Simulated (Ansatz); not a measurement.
## AlPt under changes of volume

One of the cells (14.774 Å³/atom); the others are scaled copies at fixed shape and fractional positions:

```
Pt Al
1.0
     3.09155    0.00000    0.00000
     0.00000    3.09155    0.00000
     0.00000    0.00000    3.09155
Pt Al
1 1
Direct
  0.50000 0.50000 0.50000
  0.00000 0.00000 0.00000
```

Measurements of this composition are mostly on another form, of space group No. 198.

| Item | Value |
| --- | --- |
| Program | Ansatz 0.2.0 |
| Functional | PBEsol |
| Potentials or basis | Ansatz PAW |
| Cutoff | 420 eV (not typed: the program's choice for these potentials) |
| k mesh | 9 × 9 × 9 |
| Occupations | fermi-dirac, width 0.05 eV |
| Spin | no spin polarisation |

| volume (Å³/atom) | energy over the lowest point (meV/atom) | pressure (GPa) |
| --- | --- | --- |
| 13.888 | 8.14 | 6.8 |
| 14.183 | 0.00 | 2.1 |
| 14.478 | 0.01 | -2.0 |
| 14.774 | ? | ? |
| 15.069 | 21.02 | -9.0 |
| 15.365 | 40.48 | -12.0 |
| 15.660 | 65.03 | -14.6 |

**Question.** What does the run at 14.774 Å³/atom give?

**Answer.** Energy over the lowest point 7.29 meV/atom; pressure -5.8 GPa.

Worked out: A Birch-Murnaghan fit of order 3 (a polynomial in V^(-2/3)) to the other rows has its minimum at 14.33 Å³/atom with B0 = V·E''(V) = 202 GPa and B' = 4.7. It gives 7.30 meV/atom at 14.774 Å³/atom, against the run's 7.29, and -dE/dV = -5.8 GPa, against -5.8.

Energies are extrapolated to zero smearing.

Caveats: the PAW data sets come from PBE, with cores solved anew for the run's functional, which leaves a small shift of forces and pressure.
